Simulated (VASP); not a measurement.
# CrCuO2: equation of state with PBE

CrCuO2:

```
CELL_PARAMETERS angstrom
1.48670 0.85835 5.70000
-1.48670 0.85835 5.70000
0.00000 -1.71669 5.70000
ATOMIC_POSITIONS crystal
Cu 0.00000 0.00000 0.00000
Cr 0.50000 0.50000 0.50000
O 0.89208 0.89208 0.89208
O 0.10792 0.10792 0.10792
```

```json
{"Program": "VASP 6.6.1", "Task": "equation of state", "Functional": "PBE", "Potentials or basis": "VASP PAW PBE potentials, release 64 (Cu, Cr_pv, O)", "Cutoff": "520 eV", "k mesh": "10 × 10 × 10", "Occupations": "fermi-dirac, width 0.05 eV", "Spin": "collinear spin, ferromagnetic start", "Starting moments": "[0.6, 3.0, 0.0, 0.0] μB", "Further INCAR settings": "ALGO = Normal; EDIFF = 1e-07; NBANDS = 30"}
```

| Property | Result |
| --- | --- |
| Equilibrium volume | 11.22 Å³/atom |
| Bulk modulus at fixed shape and positions | 171 GPa |
| Pressure derivative of the bulk modulus | 4.5 |

Energy against volume, from the lowest point:
| volume (Å³/atom) | energy (meV/atom) |
| --- | --- |
| 10.256 | 51.55 |
| 10.474 | 29.47 |
| 10.692 | 13.96 |
| 10.911 | 4.34 |
| 11.129 | 0.00 |
| 11.347 | 0.41 |
| 11.565 | 5.07 |

All runs of the series together: 110 min on 1 thread of Intel(R) Xeon(R) Platinum 8375C CPU @ 2.90GHz (Ice Lake), with other jobs on the host.

Caveat: the cell was scaled at fixed shape and fractional positions, which overstates the stiffness of a crystal with free parameters, most of all of layers and chains.
